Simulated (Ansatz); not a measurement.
# Al3Fe: the cost of one run

Program: Ansatz 0.2.0. Level of theory: DFT PBE, scalar-relativistic, plane waves, PAW. These are calculated values, not measurements.

2 further runs of the same task are left out: 1 that didn't finish, 1 set aside as unsound or not needed.

### 1 The structure to begin with

It takes space group Im-3m (No. 229, cubic). The conventional cell has a = 4.972 Å, b = 4.972 Å, c = 4.972 Å, α = 90.00°, β = 90.00°, γ = 90.00°. Around Al (site symmetry 4/mmm) lie 4 Al at 2.49 Å and 2 Fe at 2.49 Å. Fe (site symmetry m-3m) has 6 Al at 2.49 Å as nearest neighbours.

Structure file:

```xyz
4
Lattice="-2.4858 2.4858 2.4858 2.4858 -2.4858 2.4858 2.4858 2.4858 -2.4858" Properties=species:S:1:pos:R:3 pbc="T T T"
Al    2.4858    0.0000    0.0000
Al    0.0000    2.4858    0.0000
Al    0.0000    0.0000    2.4858
Fe    0.0000    0.0000    0.0000
```

The cell is invented: random cell by space group and Wyckoff sites (Im-3m, No. 229). Its size is a rough estimate.

### 2 Probe: one point on a coarse mesh

input.yaml reads:

```yaml
crystal:
  lattice:
    - [-2.48583737, 2.48583737, 2.48583737]
    - [2.48583737, -2.48583737, 2.48583737]
    - [2.48583737, 2.48583737, -2.48583737]
  atoms:
    - { symbol: Al, position: [0.0, 0.5, 0.5] }
    - { symbol: Al, position: [0.5, 0.0, 0.5] }
    - { symbol: Al, position: [0.5, 0.5, 0.0] }
    - { symbol: Fe, position: [0.0, 0.0, 0.0], spin: 4.0 }
basis:
  ecutwfc: 420
kpoints:
  mp_grid: { grid: [6, 6, 6] }
hamiltonian:
  xc: pbe
scf:
  occupations: { method: gaussian, width: 0.1 }
  lower_state_search: "off"
output:
  forces: true
  stress: true
  eigenvalues: true
  populations: true
magnetization:
  spin_polarized: true
```

Run with:

```console
ansatz run input.yaml --threads 1 --pin off --max-ram 2560MiB --backend cpu --events-out ev --progress --plain --runs-dir out
```

**Question.** How long does this run take on 1 thread of Intel Xeon at 2.50GHz (Skylake/Cascade Lake), shared host, and how much memory does it need?

About 6.9 s, with a peak of 0.35 GiB.
